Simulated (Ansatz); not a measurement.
The calculation used DFT PBE, scalar-relativistic, plane waves, PAW (Ansatz). All cells share a 420 eV cutoff and Γ-centred k meshes spaced at most about 0.3 Å⁻¹ (about 0.25 or finer for metals, 2π included). No spin polarisation.

Formation energies are uncorrected and refer to the elements' standard structures at the same level.

All energies are static (0 K, no zero-point motion). The comparison covers the computed candidates alone. No dispersion correction is applied, so the spacing and binding between layers, chains or molecules are poorly described. Spin–orbit coupling, which can matter for Te, is left out. The reference form of Te is held partly by dispersion forces, which this level lacks.

A search for Cd2Te3 gave 5 distinct relaxed structures. Coordination counts Te atoms around Cd (those within 1.25 times the shortest such distance or 1.15 times the sum of covalent radii; the shortest distance is added where it is long for a bond; a slash parts the counts of unlike sites). Cells relaxed within their symmetry can be saddle points.

Question: Which structure of Cd2Te3 came out lowest?

Answer: The one with space group P-3m1 (No. 164), reached from: A-type sesquioxide type (P-3m1). It has a = 4.262 Å, c = 9.458 Å, 29.8 Å³/atom, no gap on the mesh. Cd has 6 Te at 2.96–3.07 Å; around Te on a site of symmetry -3m lie 6 Cd at 3.07 Å; Te on a site of symmetry 3m is surrounded by 3 Cd at 2.96 Å. Its energy over the elements is −0.11 eV/atom. A negative formation energy is needed for stability but isn't enough: competing phases decide. An observed structure of this formula, if there is one, may be missing.

```
Cd Te
1.0
     4.26228    0.00000    0.00000
    -2.13114    3.69124    0.00000
     0.00000    0.00000    9.45822
Cd Te
2 3
Direct
  0.33333 0.66667 0.19417
  0.66667 0.33333 0.80583
  0.00000 0.00000 0.00000
  0.33333 0.66667 0.63210
  0.66667 0.33333 0.36790
```

Question: How much higher is the R-3c structure with 33.0 Å³/atom and coordination Cd 6 (reached from: In2S3 type (R-3c))?

Answer: 57 meV/atom. It has the corundum type. It has no gap on its mesh.

Question: How much higher is the Pm-3m structure with 35.8 Å³/atom and coordination Cd 6/12 from 4.0 Å (reached from: random cell)?

Answer: 0.59 eV/atom. It has no gap on its mesh.

Some candidate types were left out of the draw beforehand, so a known form may be missing.
